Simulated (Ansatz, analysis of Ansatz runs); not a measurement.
# Interstitial Mn in Si: charge-transition level, HSE06 on PBE structures

How near does this set-up come to the measured charge-transition level? Subject: interstitial Mn in Si. Set-up: HSE06 on PBE structures, 32-site cell, PBE lattice, 420 eV, k: 2x2x2 shifted 0.5 0.5 0.5 then the zone centre alone. The model is a cell of 32 host atoms with 1 Mn put in. The level is the Fermi energy at which two charge states have equal formation energy, after a correction for the images of the charge. Exact exchange opens the gap, stiffens bonds and lessens the self-interaction error, at many times the cost.

What was measured. (+1/0) level below the conduction-band bottom: 0.42 eV, by DLTS (quoted in “Electronic structure of transition-atom impurities in semiconductors: Substitutional 3d impurities in silicon”, 1983, A. Zunger and U. Lindefelt, quoting earlier work (1981)).

Calculated with Ansatz 0.2.0; plane-wave PAW DFT, PBE; relaxation of all atoms of a defect supercell.

This is a report of a sequence of runs, with most program output left out.

In doubt: the hybrid run may have settled on a false gap or state (step 3), so the values of those runs are not to be relied on; a hybrid run on one k-point (step 3), which bears on gaps, levels and energies.

**1. The structure**

The cell holds 33 atoms: 32 Si and 1 Mn. Cell: a = 9.474 Å, b = 9.474 Å, c = 9.474 Å, α = 109.5°, β = 109.5°, γ = 109.5°. It derives from Si (space group Fd-3m). Nearest the centre at fractional (0.250, 0.250, 0.250): Mn33 at 0.00 Å, Si6 at 2.37 Å, Si5 at 2.37 Å, Si2 at 2.37 Å, Si11 at 2.37 Å, Si21 at 2.73 Å, Si18 at 2.73 Å, Si17 at 2.73 Å. The cell carries charge +1.

The host's primitive cell comes from a first run (plane-wave PAW DFT, PBE; relaxation of the host's cell and atoms): vectors of 3.868, 3.868 and 3.868 Å. That is 20.46 Å³ an atom, 2.2 % over the diffraction cell's volume. The supercell is built on it.

**2. Relaxation, charge +1**

Every later number rests on the structure around the defect, so the atoms are relaxed at the host's lattice first.

File relax0/input.yaml:

```yaml
relax:
  f_tol: 0.02
  max_steps: 80
  random_displacement: { amplitude: 0.02, seed: 695 }
crystal:
  lattice:
    - [-5.46978324, 5.46978324, 5.46978324]
    - [5.46978324, -5.46978324, 5.46978324]
    - [5.46978324, 5.46978324, -5.46978324]
  atoms:
    - { symbol: Si, position: [0.0, 0.0, 0.5] }
    - { symbol: Si, position: [0.0, 0.25, 0.25] }
    - { symbol: Si, position: [0.0, 0.5, 0.0] }
    - { symbol: Si, position: [0.0, 0.75, 0.75] }
    - { symbol: Si, position: [0.25, 0.0, 0.25] }
    - { symbol: Si, position: [0.25, 0.25, 0.0] }
    - { symbol: Si, position: [0.25, 0.5, 0.75] }
    - { symbol: Si, position: [0.25, 0.75, 0.5] }
    - { symbol: Si, position: [0.5, 0.0, 0.0] }
    - { symbol: Si, position: [0.5, 0.25, 0.75] }
    - { symbol: Si, position: [0.5, 0.5, 0.5] }
    - { symbol: Si, position: [0.5, 0.75, 0.25] }
    - { symbol: Si, position: [0.75, 0.0, 0.75] }
    - { symbol: Si, position: [0.75, 0.25, 0.5] }
    - { symbol: Si, position: [0.75, 0.5, 0.25] }
    - { symbol: Si, position: [0.75, 0.75, 0.0] }
    - { symbol: Si, position: [0.0, 0.0, 0.25] }
    - { symbol: Si, position: [0.0, 0.25, 0.0] }
    - { symbol: Si, position: [0.0, 0.5, 0.75] }
    - { symbol: Si, position: [0.0, 0.75, 0.5] }
    - { symbol: Si, position: [0.25, 0.0, 0.0] }
    - { symbol: Si, position: [0.25, 0.25, 0.75] }
    - { symbol: Si, position: [0.25, 0.5, 0.5] }
    - { symbol: Si, position: [0.25, 0.75, 0.25] }
    - { symbol: Si, position: [0.5, 0.0, 0.75] }
    - { symbol: Si, position: [0.5, 0.25, 0.5] }
    - { symbol: Si, position: [0.5, 0.5, 0.25] }
    - { symbol: Si, position: [0.5, 0.75, 0.0] }
    - { symbol: Si, position: [0.75, 0.0, 0.5] }
    - { symbol: Si, position: [0.75, 0.25, 0.25] }
    - { symbol: Si, position: [0.75, 0.5, 0.0] }
    - { symbol: Si, position: [0.75, 0.75, 0.75] }
    - { symbol: Mn, position: [0.25, 0.25, 0.25], spin: 4.0 }
  host:
    repeats: [1, 1, 1]
    atoms:
      - { symbol: Si, position: [0.0, 0.0, 0.5] }
      - { symbol: Si, position: [0.0, 0.25, 0.25] }
      # ... 30 more atoms of the perfect host
total_charge: 1
basis:
  ecutwfc: 420
  xc_grid: 2
hamiltonian:
  xc: pbe
kpoints:
  mp_grid: { grid: [2, 2, 2], shift: [0.5, 0.5, 0.5] }
magnetization:
  spin_polarized: true
  initial_magnetization: 4
  spin_locking: { lock_magnetization: hard }
scf:
  occupations: { method: fermi_dirac, width: 0.01 }
  max_iter: 120
output:
  forces: true
  charged_corrections:
    epsilon: 12.98
    static_epsilon: 12.98
    defect_position: [0.25, 0.25, 0.25]
checkpoint:
  write: "../relax0.run"
  compress: false
  write_wavefunctions: true
  write_every: 100000
```

Launch:

```sh
$ ansatz run input.yaml --threads 2 --pin off --max-ram 4710MiB --backend cpu --events-out ev --progress --plain --runs-dir out
```

It took 6.1 min on 2 threads of Arm Neoverse V1, shared host; peak memory 1.3 GiB; 12 min of CPU time.

Relaxation path:

| step | energy less that of the first step (eV) | largest force component (eV/Å) |
| --- | --- | --- |
| 1 | 0.0000 | 0.7997 |
| 2 | -0.2161 | 0.2703 |
| 3 | -0.2385 | 0.0288 |
| 4 | -0.2388 | 0.0291 |
| 5 | -0.2393 | 0.0045 |
| 6 | -0.2393 | 0.0017 |
| 7 | -0.2393 | 0.0009 |

The atoms that moved most (Å, from the sites as typed, ahead of the random displacement, the mean shift of all atoms taken out):

| atom | dx | dy | dz | length |
| --- | --- | --- | --- | --- |
| Si6 | -0.045 | -0.060 | 0.046 | 0.088 |
| Si5 | -0.045 | 0.045 | -0.060 | 0.088 |
| Si11 | 0.060 | 0.045 | 0.045 | 0.087 |
| Si22 | -0.041 | -0.037 | 0.041 | 0.068 |
| Si24 | -0.041 | 0.040 | -0.037 | 0.068 |
| Si32 | 0.036 | 0.040 | 0.040 | 0.068 |
| Si2 | 0.037 | -0.036 | -0.036 | 0.063 |
| Si30 | 0.027 | -0.027 | -0.027 | 0.047 |

Final coordinates:

```xyz
33
Lattice="-5.4698 5.4698 5.4698 5.4698 -5.4698 5.4698 5.4698 5.4698 -5.4698" Properties=species:S:1:pos:R:3 pbc="T T T"
Si    2.7377    2.7315   -2.7468
Si    2.7729   -0.0366   -0.0376
Si    2.7377   -2.7460    2.7308
Si    8.2011    0.0067    0.0059
Si   -0.0437    2.7796   -0.0612
Si   -0.0440   -0.0606    2.7792
Si    5.4820    2.7316   -0.0027
Si    5.4819   -0.0021    2.7311
Si   -2.7376    2.7344    2.7337
Si    2.7291    5.4743    0.0060
Si    2.7962    2.7793    2.7786
Si    2.7291    0.0068    5.4737
Si    0.0042    8.1936   -0.0027
Si    0.0012    5.4732    2.7339
Si    0.0014    2.7344    5.4727
Si    0.0040   -0.0021    8.1929
Si    1.3651    1.3706   -1.3911
Si    1.3650   -1.3900    1.3700
Si    6.8411    1.3650   -1.3705
Si    6.8411   -1.3697    1.3643
Si   -1.3695    1.3715    1.3709
Si    4.0631    4.0649   -1.3281
Si    4.1263    1.3705    1.3700
Si    4.0631   -1.3276    4.0646
Si    1.3707    6.8343   -1.3704
Si    1.3641    4.1054    1.3709
Si    1.3641    1.3714    4.1046
Si    1.3707   -1.3697    6.8336
Si   -1.3641    6.8348    1.3638
Si   -1.3391    4.0746    4.0742
Si   -1.3642    1.3645    6.8341
Si    4.1401    4.1421    4.1415
Mn    1.3614    1.3738    1.3734
```

Neighbours of Mn33 at the end:

| atom | distance (Å) |
| --- | --- |
| Si2 | 2.444 |
| Si5 | 2.451 |
| Si11 | 2.451 |
| Si6 | 2.451 |
| Si21 | 2.731 |
| Si27 | 2.731 |
| Si26 | 2.732 |
| Si18 | 2.764 |
| Si17 | 2.765 |
| Si23 | 2.765 |

Numbers from this step:

```yaml
free_energy: -24249.9344 eV
smearing_term_ts: 5.95e-4 eV
total_moment: 4 μB
integral_of_the_absolute_spin_density: 4.486 μB
spin_contamination: 0.2580
```

The other runs of this kind differ in structure, charge or spin alone:

| run | outcome | energy less the first (eV) | moment (μB) | time |
| --- | --- | --- | --- | --- |
| relaxation, charge +1 | converged | 0.0000 | 4.00 | 6.1 min |
| relaxation, charge 0 | converged | 6.8743 | 3.00 | 5.1 min |

The relaxation ends 7.3 meV an atom lower than the displaced start, with a largest force component of 8.7e-4 eV/Å.

**3. Single point, charge +1**

The relaxed structure is kept, and the final numbers are taken at the final level and k-points.

This step: plane-wave PAW DFT, HSE06; single point of a defect supercell on the structure relaxed with PBE.

File point0/input.yaml:

```yaml
crystal:
  lattice:
    - [-5.46978324, 5.46978324, 5.46978324]
    - [5.46978324, -5.46978324, 5.46978324]
    - [5.46978324, 5.46978324, -5.46978324]
  atoms:
    - { symbol: Si, position: [-0.001401987, -0.000836081, 0.499947167] }
    - { symbol: Si, position: [-0.006784152, 0.250033309, 0.250123098] }
[... 1 atom line left out ...]
    - { symbol: Si, position: [0.001158217, 0.750216036, 0.75028833] }
    - { symbol: Si, position: [0.24849122, -0.009588064, 0.250092249] }
    - { symbol: Si, position: [0.248515422, 0.250026706, -0.009558713] }
[... 4 atom lines left out ...]
    - { symbol: Si, position: [0.508057904, 0.509598013, 0.509665523] }
[... 5 atom lines left out ...]
    - { symbol: Si, position: [-0.001873631, -0.002376483, 0.250066615] }
    - { symbol: Si, position: [-0.001828132, 0.250015539, -0.002284205] }
[... 2 atom lines left out ...]
    - { symbol: Si, position: [0.250683065, 0.000130319, 0.000179332] }
[... 1 atom line left out ...]
    - { symbol: Si, position: [0.250513203, 0.502425505, 0.502475041] }
[... 2 atom lines left out ...]
    - { symbol: Si, position: [0.500594454, 0.250010052, 0.499976813] }
    - { symbol: Si, position: [0.50057539, 0.499907726, 0.250062432] }
[... 5 atom lines left out ...]
    - { symbol: Mn, position: [0.251133313, 0.24999087, 0.250028144], spin: 4.0 }
  host:
    repeats: [1, 1, 1]
    atoms:
      - { symbol: Si, position: [0.0, 0.0, 0.5] }
      - { symbol: Si, position: [0.0, 0.25, 0.25] }
      # ... 30 more atoms of the perfect host
total_charge: 1
basis:
  ecutwfc: 420
  xc_grid: 2
hamiltonian:
  xc: hse06
kpoints:
  mp_grid: { grid: [1, 1, 1] }
magnetization:
  spin_polarized: true
  initial_magnetization: 4
  spin_locking: { lock_magnetization: hard }
scf:
  occupations: { method: fermi_dirac, width: 0.01 }
  max_iter: 120
output:
  forces: true
  charged_corrections:
    epsilon: 12.98
    static_epsilon: 12.98
    defect_position: [0.25, 0.25, 0.25]
  eigenvalues: true
checkpoint:
  read: "../relax0.run"
  write: "../point0.run"
  compress: false
  write_wavefunctions: true
  write_every: 100000
```

Run time: 2.6 min. Hardware: 2 threads; peak memory 1.2 GiB.

Numbers from this step:

```yaml
free_energy: -24260.6615 eV
total_moment: 4 μB
integral_of_the_absolute_spin_density: 5.759 μB
spin_contamination: 0.6788
```

The series, run alike:

| run | outcome | energy less the first (eV) | moment (μB) | time |
| --- | --- | --- | --- | --- |
| single point, charge +1 | converged | 0.0000 | 4.00 | 2.6 min |
| single point, charge 0 | converged | 6.8293 | 3.00 | 6.3 min |

**4. Charge-transition levels**

A charged cell feels its images and has its own zero of potential; this step corrects both and places the level between the host's band edges.

This step: place-levels on HSE06 runs: charge-transition levels with image-charge correction and potential alignment at the atomic sites.

File levels.yaml:

```yaml
host:
  run: host.point.run
states: [point0.run, point1.run]
geometry_from:
  point0.run: relax0.run
  point1.run: relax1.run
```

Launch:

```sh
$ ansatz place-levels levels.yaml -- --threads 2 --pin off --max-ram 4710MiB
```

Run time: 0.46 s. Hardware: 2 threads.

Read from the output:

| Quantity | Value |
| --- | --- |
| gap | 1.380 eV |

**5. Outcome**

```
static dielectric constant used                   : 13.0
band gap of the host                              : 1.38 eV
(plus 1/0) level below the conduction-band bottom : 0.75 eV
time of the whole chain                           : 21 min on 2 threads
```

What this shows: (+1/0) level below the conduction-band bottom: computed 0.75 eV, measured 0.42 eV; 0.33 eV deeper than the measurement. The level is counted in a gap of 1.38 eV, and the correction is screened by a dielectric constant of 13.0 from a linear-response run on the host (PBE). Limits: the band edges were read at the supercell's own k-points, which can miss the true edges by tenths of an eV; the zone centre alone is a coarse sampling for this cell; the structure comes from another functional than the final numbers.

[Logs are printed without paths, hosts, clocks, repeated set-up lines and the standing remarks that a program may print on its own settings, such as how far it seeks lower states.]

[Hosts, paths, dates, database ids (printed as entryN), source tags and the programs' standing remarks are cut or masked in the printed files.]

[For some hosts the program warned that the k-mesh of the response run may be too coarse for force constants and the static dielectric constant; such warnings are not shown here.]
